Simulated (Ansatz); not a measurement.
ZnS: one atom moved over a plane

Level of theory: Ansatz 0.2.0, DFT r2SCAN, scalar-relativistic, plane waves, PAW. Cutoff 500 eV, Γ-centred 6×6×4 k-points, Gaussian smearing of 0.05 eV. No spin polarisation. Energies are free energies at this smearing, counted from the undisturbed cell; pressure is positive in compression.

Zero of the scan (relaxed at this level):

```yaml
crystal:
  lattice:
    - [3.80672, 0.00000, 0.00000]
    - [-1.90336, 3.29672, 0.00000]
    - [0.00000, 0.00000, 6.24574]
  atoms:
    - { symbol: Zn, position: [0.33333, 0.66667, 0.00539] }
    - { symbol: Zn, position: [0.66667, 0.33333, 0.50539] }
    - { symbol: S, position: [0.33333, 0.66667, 0.37961] }
    - { symbol: S, position: [0.66667, 0.33333, 0.87961] }
```

Atom 1 (Zn) is moved by p along (1.000, 0.000, 0.000) and q along (0.000, 0.000, 1.000) (Å), all else fixed. Points are written (p, q).

Energy above the undisturbed cell in eV/cell (a dash: not computed):

| p \ q | -0.450 | -0.225 | 0.000 | 0.225 | 0.450 |
| --- | --- | --- | --- | --- | --- |
| -0.450 | 1.79 | 1.19 | 0.69 | 0.59 | 1.33 |
| -0.225 | 0.74 | 0.38 | 0.15 | 0.33 | 1.41 |
| 0.000 | 0.44 | 0.15 | 0.00 | 0.26 | 1.45 |
| 0.225 | 0.74 | 0.38 | 0.15 | 0.33 | 1.41 |
| 0.450 | 1.79 | 1.19 | 0.69 | 0.59 | 1.33 |

Pressure in GPa:

```
 p \ q  -0.450  -0.225  0.000  0.225  0.450
-0.450     9.0     6.3    3.9    3.2    6.1
-0.225     3.7     2.1    0.9    1.6    6.1
 0.000     2.1     0.7    0.0    1.1    6.1
 0.225     3.7     2.1    0.9    1.6    6.1
 0.450     9.0     6.3    3.9    3.2    6.1
```

Gap on the k-mesh in eV:

```
 p \ q  -0.450  -0.225  0.000  0.225  0.450
-0.450    2.30    2.65   2.69   2.37   1.88
-0.225    2.24    2.62   2.72   2.43   1.98
 0.000    2.24    2.63   2.78   2.53   2.08
 0.225    2.24    2.62   2.72   2.43   1.98
 0.450    2.30    2.65   2.69   2.37   1.88
```